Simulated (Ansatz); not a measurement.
## NaF (rocksalt): the band gap by level of theory

All numbers come from Ansatz 0.2.0. The values are computed, spin-unpolarised, and not measurements.

NaF in the rocksalt structure, relaxed with r2SCAN. It is cubic, Fm-3m (No. 225); conventional cell a = 4.594 Å, 12.12 Å³ an atom. Around Na lie 6 F at 2.30 Å; around F lie 6 Na at 2.30 Å.

```xyz
2
Lattice="0.0000 2.2972 2.2972 2.2972 0.0000 2.2972 2.2972 2.2972 0.0000" Properties=species:S:1:pos:R:3 pbc="T T T"
Na    0.0000    0.0000    0.0000
F     2.2972    2.2972    2.2972
```

Relaxed lattice by functional, symmetry kept:

| functional | k mesh | a (Å) | volume (Å³/atom) |
| --- | --- | --- | --- |
| PBE | 10×10×10 | 4.701 | 12.98 |
| r2SCAN | 8×8×8 | 4.594 | 12.12 |

On this one geometry the levels give:
```json
{"level": "PBE", "k mesh": "10×10×10", "gap (eV)": "6.46", "kind": "direct", "edges": "Γ", "least direct gap (eV)": "6.46", "rough cost": "1.7 core-seconds"}
{"level": "r2SCAN", "k mesh": "10×10×10", "gap (eV)": "7.28", "kind": "direct", "edges": "Γ", "least direct gap (eV)": "7.28", "rough cost": "3 core-seconds"}
{"level": "HSE06", "k mesh": "6×6×6", "gap (eV)": "8.63", "kind": "direct", "edges": "Γ", "least direct gap (eV)": "8.63", "rough cost": "29 core-seconds"}
{"level": "PBE0", "k mesh": "6×6×6", "gap (eV)": "9.40", "kind": "direct", "edges": "Γ", "least direct gap (eV)": "9.40", "rough cost": "28 core-seconds"}
{"level": "G0W0@PBE (72 empty bands, 120 eV, 6×6×6)", "k mesh": "6×6×6", "gap (eV)": "10.53", "kind": "–", "edges": "Γ (mesh)", "least direct gap (eV)": "–", "rough cost": "28 core-seconds"}
```
PBE: smearing of 0.02 eV; the others have fixed occupations.
Wave cutoffs: 420 eV, 500 eV (r2SCAN).
The G0W0 gap is PBE's gap over the path plus the quasiparticle shift read on the mesh. G0W0 values are finite-basis, finite-mesh values.
Costs come from shared machines and give only the order; PBE's includes the band path. The runs had 2 threads of Arm Neoverse V1, on a shared host.

With HSE06 the gap is 8.63 eV and direct, at Γ.

r2SCAN covers 38 % of the step from PBE to HSE06. Among these functionals the gap stays direct.

r2SCAN (ground state on 8×8×8): The electronic dielectric tensor ε∞ is 1.82 in all directions. Born charges, averaged over directions: Na +1.00, F -1.00 e.

The meshes of the hybrids are coarse, so their gaps aren't converged to the digits shown.
